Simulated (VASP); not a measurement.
Input of a VASP 6.6.1 run:

INCAR

```
SYSTEM = BaTiO3
PREC = Accurate
ENCUT = 600
EDIFF = 1E-6
ISMEAR = 0
SIGMA = 0.03
LREAL = .False.
LASPH = .True.
NELM = 80
ALGO = Normal
ISIF = 3
LWAVE = .False.
LCHARG = .False.
GGA = PS
IBRION = 2
NSW = 90
EDIFFG = -0.01
KPAR = 2
```

File KPOINTS:

```
Automatic mesh
0
Gamma
  8 8 8
  0 0 0
```

Contents of POSCAR:

```
BaTiO3
1.0
    3.9998000000      0.0000000000      0.0000000000
    0.0000000000      3.9998000000      0.0000000000
    0.0000000000      0.0000000000      4.0180000000
Ba Ti O
1 1 3
Direct
    0.0000000000      0.0000000000      0.0000000000
    0.5000000000      0.5000000000      0.4900000000
    0.5000000000      0.5000000000      0.0190000000
    0.5000000000      0.0000000000      0.5170000000
    0.0000000000      0.5000000000      0.5170000000
```

Potentials or basis: VASP PAW PBE potentials, release 64 (Ba_sv, Ti_sv, O).

Run with:

```bash
$ cat potpaw_PBE.64/Ba_sv/POTCAR potpaw_PBE.64/Ti_sv/POTCAR potpaw_PBE.64/O/POTCAR > POTCAR
$ mpirun -np 2 vasp_std > vasp.out
```

(1) Predict the relaxed volume.

(2) What does it give for the band gap on the k mesh?

(3) Estimate the space group after relaxing (to 0.05 Å).

(4) Estimate the relaxed cell.

Answers

(1) 12.79 Å³/atom.

(2) 1.76 eV, indirect (least direct gap 2.19 eV).

(3) P4mm (No. 99).

(4) a = 3.966 Å, b = 3.966 Å, c = 4.066 Å, α = 90.00°, β = 90.00°, γ = 90.00°.

Caveat: the PAW data sets were made with another functional, which shifts forces and pressure a little; spin-orbit coupling is left out, which moves the levels of the heavy elements.
